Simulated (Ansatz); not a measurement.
Property card for CdSe

Level of theory: DFT PBE, scalar-relativistic, plane waves, PAW (Ansatz).

Settings: cutoff 420 eV, Γ-centred mesh 6×6×6 on the computed 8-atom cell, Gaussian smearing of 0.02 eV; no spin polarisation.

The structure is relaxed at this level of theory with its symmetry kept, and needn't be the ground state of this composition.

Space group I-43m (No. 217), cubic, a = 8.459 Å. Cd has 4 Se at 2.59–2.73 Å; Se has 4 Cd at 2.59–2.73 Å.

```json
{
 "Volume per atom": "37.83 Å³",
 "Formation energy from the elements' standard states (uncorrected)": "-0.517 eV/atom",
 "Kohn–Sham band gap": "0.91 eV",
 "Orbital (Löwdin) character of the top 1 eV of the valence band": "Se 4p 92 %",
 "Orbital (Löwdin) character of the lowest 1 eV of the conduction band": "Cd 5s 59 %, Se 4p 25 %, Se 4s 14 %",
 "Bader charge by site (e)": "Cd (4 in the cell) 0.74, Se (4 in the cell) -0.74"
}
```

The cell was found from a structure generator's guess, not taken from experiment. Kohn–Sham gaps at this level usually fall short of measured ones. Löwdin shares on free-atom orbitals overweight diffuse shells in the empty bands.
